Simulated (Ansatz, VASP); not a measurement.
MgI2 in VASP and in Ansatz

INCAR

```
SYSTEM = MgI2
PREC = Accurate
ENCUT = 520
EDIFF = 1E-7
ISMEAR = 0
SIGMA = 0.05
LREAL = .False.
LASPH = .True.
NELM = 80
ALGO = Normal
ISIF = 2
LWAVE = .False.
LCHARG = .False.
GGA = CA
NBANDS = 15
```

Contents of KPOINTS:

```
Automatic mesh
0
Gamma
  6 6 4
  0 0 0
```

Contents of POSCAR:

```
MgI2
1.0
    4.0036596225      0.0000000000      0.0000000000
   -2.0018298112      3.4672709412      0.0000000000
    0.0000000000      0.0000000000      6.5674753639
Mg I
1 2
Direct
    0.0000000000      0.0000000000      0.0000000000
    0.3333333333      0.6666666667      0.7373977874
    0.6666666667      0.3333333333      0.2626022126
```

Input for Ansatz:

```yaml
crystal:
  lattice:
    - [4.0036596225, 0.0, 0.0]
    - [-2.0018298112, 3.4672709412, 0.0]
    - [0.0, 0.0, 6.5674753639]
  atoms:
    - { symbol: Mg, position: [0.0, 0.0, 0.0] }
    - { symbol: I, position: [0.3333333333, 0.6666666667, 0.7373977874] }
    - { symbol: I, position: [0.6666666667, 0.3333333333, 0.2626022126] }
basis:
  ecutwfc: 520.0
kpoints:
  mp_grid: { grid: [6, 6, 4] }
hamiltonian:
  xc: lda
scf:
  occupations: { method: gaussian, width: 0.05 }
output:
  forces: true
  stress: true
  eigenvalues: true
```

Alike in both runs: task single point; functional LDA; k mesh 6 × 6 × 4; occupations gaussian, width 0.05 eV; no spin polarisation.

|  | VASP | Ansatz |
| --- | --- | --- |
| version | VASP 6.6.1 | Ansatz 0.2.0 |
| potentials or method | VASP PAW LDA potentials, release 64 (Mg, I) | scalar-relativistic, plane waves, PAW |
| plane-wave cutoff (eV) | 520 | 520 |
| valence electrons in the cell | 16 | 44 |

```csv
,VASP,Ansatz,Ansatz less VASP
gap on the k mesh at the Fermi level (eV),3.25,3.26,+0.017
least direct gap on the mesh (eV),3.62,3.61,-0.014
pressure (GPa),0.4,0.5,+0.12
largest component of the traceless stress (GPa),0.86,0.88,+0.016
rms of the force components (eV/Å),0.168,0.163,-0.0049
```

Atom by atom the forces differ by 0.005 eV/Å (rms over components). The two sets of potentials don't hold the same shells in valence.

Caveats: spin-orbit coupling is left out, which moves the levels of the heavy elements. A k mesh can miss the band edges.
